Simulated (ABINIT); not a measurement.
# Ta (Im-3m) in ABINIT: equation of state with r2SCAN

Aim: the equation of state of Ta with r2SCAN.

Program: ABINIT 10.8.3 (patched build). These are calculated values, not measurements. Logs are shortened: lines on timing, memory, paths and dates and some standing lists are left out, and cuts for length are marked. The log counts tension as positive stress, the text compression.

**The experiment to reproduce.**

From “Pressure effects on the electronic structure and superconductivity of (TaNb)0.67(HfZrTi)0.33 high entropy alloy”, 2019, arxiv:1910.08312, for a bulk crystal of Ta: bulk modulus 194 GPa.

The results are compared with them further down.

**1. The structure**

It takes space group Im-3m (No. 229, cubic). The conventional cell has a = 3.303 Å, b = 3.303 Å, c = 3.303 Å, α = 90.00°, β = 90.00°, γ = 90.00°. Around Ta (site symmetry m-3m) lie 8 Ta at 2.86 Å.

**2. Equation of state, r2SCAN**

File run.abi:

```
# Datasets: one volume each
ndtset 7
getwfk -1
scalecart1 3*0.9795861087
scalecart2 3*0.9864848297
scalecart3 3*0.9932883884
scalecart4 3*1.0000000000
scalecart5 3*1.0066227096
scalecart6 3*1.0131594038
scalecart7 3*1.0196128224

# Pseudopotentials
pp_dirpath "./"
pseudos "Ta.GGA_PBE-JTH.xml"

# Structure
acell 5.4048073095 5.4048073095 5.4048073095
rprim
    -0.5773502692     0.5773502692     0.5773502692
     0.5773502692    -0.5773502692     0.5773502692
     0.5773502692     0.5773502692    -0.5773502692
ntypat 1
znucl 73
natom 1
typat 1
xred
     0.0000000000     0.0000000000     0.0000000000

# Plane-wave basis
ecut 23.0
pawecutdg 45.0

# k points
kptopt 1
ngkpt 11 11 11
nshiftk 1
shiftk 0.0 0.0 0.0

# Exchange and correlation
ixc -497498
usekden 1
pawxcdev 0

# Bands and occupations
nband 11
occopt 3
tsmear 0.00183747

# SCF cycle
nstep 100
tolvrs 1.0e-7

# Output
iomode 3
prtwf 1
prtden 0
prteig 0
prtebands 0
enunit 1
```

Potentials or basis: JTH PAW PBE v2.0.

On the command line:

```sh
abinit run.abi > log 2>&1
```

run.abo:

```text
.Version 10.8.3 of ABINIT
 DATASET    1 : space group Im -3 m (#229); Bravais cI (body-center cubic)
================================================================================
 Values of the parameters that define the memory need for DATASET  1.
     intxc =       0    ionmov =       0      iscf =      17    lmnmax =      18
     lnmax =       6     mgfft =      24  mpssoang =       3    mqgrid =    3001
     natom =       1  nloc_mem =       2    nspden =       1   nspinor =       1
    nsppol =       1      nsym =      48    n1xccc =       1    ntypat =       1
    occopt =       3   xclevel =       2
       mpw =         615          nfft =       13824          nkpt =          56
 PAW method is used; the additional fine FFT grid is defined by:
   mgfftf=        32    nfftf =     32768
================================================================================
================================================================================
[... 71 lines left out ...]
 DATASET    7 : space group Im -3 m (#229); Bravais cI (body-center cubic)
================================================================================
 Values of the parameters that define the memory need for DATASET  7.
     intxc =       0    ionmov =       0      iscf =      17    lmnmax =      18
     lnmax =       6     mgfft =      24  mpssoang =       3    mqgrid =    3001
     natom =       1  nloc_mem =       2    nspden =       1   nspinor =       1
    nsppol =       1      nsym =      48    n1xccc =       1    ntypat =       1
    occopt =       3   xclevel =       2
       mpw =         690          nfft =       13824          nkpt =          56
 PAW method is used; the additional fine FFT grid is defined by:
   mgfftf=        36    nfftf =     46656
================================================================================
================================================================================

--------------------------------------------------------------------------------
------------- Echo of variables that govern the present computation ------------
--------------------------------------------------------------------------------
 -outvars: echo values of preprocessed input variables --------
            acell      5.4048073095E+00  5.4048073095E+00  5.4048073095E+00 Bohr
              amu      1.80947900E+02
             ecut      2.30000000E+01 Hartree
           enunit           1
           getwfk          -1
                       outvar_i_n : Printing only first  50 k-points.
              ixc     -497498
           jdtset        1    2    3    4    5    6    7
                       outvar_i_n : Printing only first  50 k-points.
         kptrlatt       11    0    0      0   11    0      0    0   11
          kptrlen1     5.82392158E+01
          kptrlen2     5.86493646E+01
          kptrlen3     5.90538558E+01
          kptrlen4     5.94528804E+01
          kptrlen5     5.98466196E+01
          kptrlen6     6.02352449E+01
          kptrlen7     6.06189192E+01
            natom           1
            nband          11
           ndtset           7
            ngfft          24      24      24
          ngfftdg1         32      32      32
          ngfftdg2         36      36      36
          ngfftdg3         36      36      36
          ngfftdg4         36      36      36
          ngfftdg5         36      36      36
          ngfftdg6         36      36      36
          ngfftdg7         36      36      36
             nkpt          56
            nstep         100
             nsym          48
           ntypat           1
                       prtocc : prtvol=0, do not print more k-points.
           occopt           3
        pawecutdg      4.50000000E+01 Hartree
         pawxcdev           0
           prtden           0
        prtebands           0
           prteig           0
          prtkden           1
            rprim1    -5.6556430356E-01  5.6556430356E-01  5.6556430356E-01
                       5.6556430356E-01 -5.6556430356E-01  5.6556430356E-01
                       5.6556430356E-01  5.6556430356E-01 -5.6556430356E-01
            rprim2    -5.6954728199E-01  5.6954728199E-01  5.6954728199E-01
                       5.6954728199E-01 -5.6954728199E-01  5.6954728199E-01
                       5.6954728199E-01  5.6954728199E-01 -5.6954728199E-01
            rprim3    -5.7347531844E-01  5.7347531844E-01  5.7347531844E-01
                       5.7347531844E-01 -5.7347531844E-01  5.7347531844E-01
                       5.7347531844E-01  5.7347531844E-01 -5.7347531844E-01
            rprim4    -5.7735026920E-01  5.7735026920E-01  5.7735026920E-01
                       5.7735026920E-01 -5.7735026920E-01  5.7735026920E-01
                       5.7735026920E-01  5.7735026920E-01 -5.7735026920E-01
            rprim5    -5.8117389237E-01  5.8117389237E-01  5.8117389237E-01
                       5.8117389237E-01 -5.8117389237E-01  5.8117389237E-01
                       5.8117389237E-01  5.8117389237E-01 -5.8117389237E-01
            rprim6    -5.8494785453E-01  5.8494785453E-01  5.8494785453E-01
                       5.8494785453E-01 -5.8494785453E-01  5.8494785453E-01
                       5.8494785453E-01  5.8494785453E-01 -5.8494785453E-01
            rprim7    -5.8867373749E-01  5.8867373749E-01  5.8867373749E-01
                       5.8867373749E-01 -5.8867373749E-01  5.8867373749E-01
                       5.8867373749E-01  5.8867373749E-01 -5.8867373749E-01
          spgroup         229
           tolvrs      1.00000000E-07
           tsmear      1.83747000E-03 Hartree
            typat      1
          usekden           1
           useylm           1
                       outvars : Printing only first  50 k-points.
            znucl       73.00000

================================================================================

 chkinp: Checking input parameters for consistency, jdtset=   1.

 chkinp: Checking input parameters for consistency, jdtset=   2.
[... 36 lines left out ...]
 getcut: wavevector=  0.0000  0.0000  0.0000  ngfft=  32  32  32
         ecut(hartree)=     45.000   => boxcut(ratio)=   2.00345

--- Pseudopotential description ------------------------------------------------
- pspini: atom type   1  psp file is ./Ta.GGA_PBE-JTH.xml
 Pseudopotential format is: paw10
 basis_size (lnmax)=  6 (lmn_size= 18), orbitals=   0   0   1   1   2   2
 Spheres core radius: rc_sph= 2.41973345
 Shapefunction is SIN type: shapef(r)=[sin(pi*r/rshp)/(pi*r/rshp)]**2
 Radius for shape functions =  2.11065461
 Compensation charge density is not taken into account in XC energy/potential

   9.99818744E+02                                ecore*ucvol(ha*bohr**3)
--------------------------------------------------------------------------------

================================================================================

--- !BeginCycle
iteration_state: {dtset: 1, }
solver: {iscf: 17, nstep: 100, nline: 4, wfoptalg: 10, }
tolerances: {tolvrs: 1.00E-07, }
...
[... 165 lines left out ...]
 getcut: wavevector=  0.0000  0.0000  0.0000  ngfft=  36  36  36
         ecut(hartree)=     45.000   => boxcut(ratio)=   2.23594

 getcut : COMMENT -
  Note that boxcut > 2.2 ; recall that boxcut=Gcut(box)/Gcut(sphere) = 2
  is sufficient for exact treatment of convolution.
  Such a large boxcut is a waste : you could raise ecut
  e.g. ecut=   56.243651 Hartrees makes boxcut=2

--------------------------------------------------------------------------------

-inwffil : will read wavefunctions from disk file runo_DS1_WFK.nc

================================================================================
[... 166 lines left out ...]
 getcut: wavevector=  0.0000  0.0000  0.0000  ngfft=  36  36  36
         ecut(hartree)=     45.000   => boxcut(ratio)=   2.22063

 getcut : COMMENT -
  Note that boxcut > 2.2 ; recall that boxcut=Gcut(box)/Gcut(sphere) = 2
  is sufficient for exact treatment of convolution.
  Such a large boxcut is a waste : you could raise ecut
  e.g. ecut=   55.475805 Hartrees makes boxcut=2

--------------------------------------------------------------------------------

-inwffil : will read wavefunctions from disk file runo_DS2_WFK.nc

================================================================================
[... 166 lines left out ...]
 getcut: wavevector=  0.0000  0.0000  0.0000  ngfft=  36  36  36
         ecut(hartree)=     45.000   => boxcut(ratio)=   2.20572

 getcut : COMMENT -
  Note that boxcut > 2.2 ; recall that boxcut=Gcut(box)/Gcut(sphere) = 2
  is sufficient for exact treatment of convolution.
  Such a large boxcut is a waste : you could raise ecut
  e.g. ecut=   54.733640 Hartrees makes boxcut=2

--------------------------------------------------------------------------------

-inwffil : will read wavefunctions from disk file runo_DS3_WFK.nc

================================================================================
[... 653 lines left out ...]
-Cartesian components of stress tensor (GPa)         [Pressure= -1.0438E+01 GPa]
- sigma(1 1)=  1.04376785E+01  sigma(3 2)=  0.00000000E+00
- sigma(2 2)=  1.04376785E+01  sigma(3 1)=  0.00000000E+00
- sigma(3 3)=  1.04376785E+01  sigma(2 1)=  0.00000000E+00

== END DATASET(S) ==============================================================
================================================================================

 -outvars: echo values of variables after computation  --------
            acell      5.4048073095E+00  5.4048073095E+00  5.4048073095E+00 Bohr
           etotal1    -1.7181491013E+01
           etotal2    -1.7182435692E+01
           etotal3    -1.7182987077E+01
           etotal4    -1.7183190581E+01
           etotal5    -1.7183054393E+01
           etotal6    -1.7182604441E+01
           etotal7    -1.7181895853E+01
            fcart1    -0.0000000000E+00 -0.0000000000E+00 -0.0000000000E+00
            fcart2    -0.0000000000E+00 -0.0000000000E+00 -0.0000000000E+00
            fcart3    -0.0000000000E+00 -0.0000000000E+00 -0.0000000000E+00
            fcart4    -0.0000000000E+00 -0.0000000000E+00 -0.0000000000E+00
            fcart5    -0.0000000000E+00 -0.0000000000E+00 -0.0000000000E+00
            fcart6    -0.0000000000E+00 -0.0000000000E+00 -0.0000000000E+00
            fcart7    -0.0000000000E+00 -0.0000000000E+00 -0.0000000000E+00
            rprim1    -5.6556430356E-01  5.6556430356E-01  5.6556430356E-01
                       5.6556430356E-01 -5.6556430356E-01  5.6556430356E-01
                       5.6556430356E-01  5.6556430356E-01 -5.6556430356E-01
[... 17 lines left out ...]
                       5.8867373749E-01  5.8867373749E-01 -5.8867373749E-01
           strten1    -4.8243214736E-04 -4.8243214736E-04 -4.8243214736E-04
                       0.0000000000E+00  0.0000000000E+00  0.0000000000E+00
           strten2    -3.0588145419E-04 -3.0588145419E-04 -3.0588145419E-04
                       0.0000000000E+00  0.0000000000E+00  0.0000000000E+00
           strten3    -1.4749732517E-04 -1.4749732517E-04 -1.4749732517E-04
                       0.0000000000E+00  0.0000000000E+00  0.0000000000E+00
           strten4    -6.6901754826E-06 -6.6901754826E-06 -6.6901754826E-06
                       0.0000000000E+00  0.0000000000E+00  0.0000000000E+00
           strten5     1.2326932529E-04  1.2326932529E-04  1.2326932529E-04
                       0.0000000000E+00  0.0000000000E+00  0.0000000000E+00
           strten6     2.4534243584E-04  2.4534243584E-04  2.4534243584E-04
                       0.0000000000E+00  0.0000000000E+00  0.0000000000E+00
           strten7     3.5476948009E-04  3.5476948009E-04  3.5476948009E-04
                       0.0000000000E+00  0.0000000000E+00  0.0000000000E+00
 Calculation completed.
```

Wall time 3.1 min (1 thread of Arm Neoverse V1, shared host); peak memory 0.14 GiB.

Results:

- Equilibrium volume: 18.04 Å³/atom
- Bulk modulus: 199 GPa
- Pressure derivative of the bulk modulus: 3.2 (rough: it moves with the points fitted)

Energy against volume, from the lowest point:
```tsv
volume (Å³/atom)	energy (meV/atom)
16.930	46.25
17.290	20.54
17.650	5.54
18.010	0.00
18.371	3.71
18.731	15.95
19.091	35.23
```

Caveat: pressures at fixed basis lie under the slope of the energies; the PAW data sets were made with another functional, which shifts forces and pressure a little. Spin-orbit coupling is left out, which matters for the levels of Ta.

**3. Against experiment**

Step 2. A measured bulk modulus of Ta is 194 GPa (quoted in “Pressure effects on the electronic structure and superconductivity of (TaNb)0.67(HfZrTi)0.33 high entropy alloy”, 2019, arxiv:1910.08312); the calculated 199 GPa misses it by +2.5 %. The fit is for a static lattice scaled at fixed shape and fixed fractional positions.
